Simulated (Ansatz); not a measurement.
TaN: single point with PBE

The system is TaN.

```
Ta N
1.0
     0.00000    2.21132    2.21132
     2.21132    0.00000    2.21132
     2.21132    2.21132    0.00000
Ta N
1 1
Direct
  0.50000 0.50000 0.50000
  0.00000 0.00000 0.00000
```

The cell comes from a database or a generator and needn't be the stable form of this composition.

- Program: Ansatz 0.2.0
- Task: single point
- Functional: PBE
- Potentials or basis: Ansatz PAW
- Cutoff: 420 eV (not typed: the program's choice for these potentials)
- k mesh: 10 × 10 × 10
- Occupations: gaussian, width 0.011 eV
- Spin: no spin polarisation

```json
{
  "Pressure": "-1.4 GPa",
  "Band gap on the k mesh": "none (metal or under the smearing width)"
}
```

Levels at points of the mesh, in eV from the Fermi level:
| k point | band 6 | band 7 | band 8 | band 9 | band 10 | band 11 | band 12 | band 13 |
| --- | --- | --- | --- | --- | --- | --- | --- | --- |
| (0.00, 0.00, 0.00) | -3.82 | -3.82 | -3.82 | -2.12 | -2.12 | -2.12 | 0.01 | 0.01 |
| (0.00, 0.00, -0.50) | -10.29 | -7.51 | -7.51 | 1.79 | 1.79 | 1.88 | 3.68 | 7.30 |
| (0.00, -0.50, -0.50) | -6.67 | -5.41 | -4.65 | -4.65 | 2.02 | 3.40 | 3.40 | 4.30 |

Wall time 0.89 s on 2 threads of Arm Neoverse V1, with other jobs on the host, peak memory 0.28 GiB.

Caveat: the pressure holds a Pulay correction of +0.5 GPa for the finite cutoff. Spin-orbit coupling is left out, which matters for the levels of Ta.
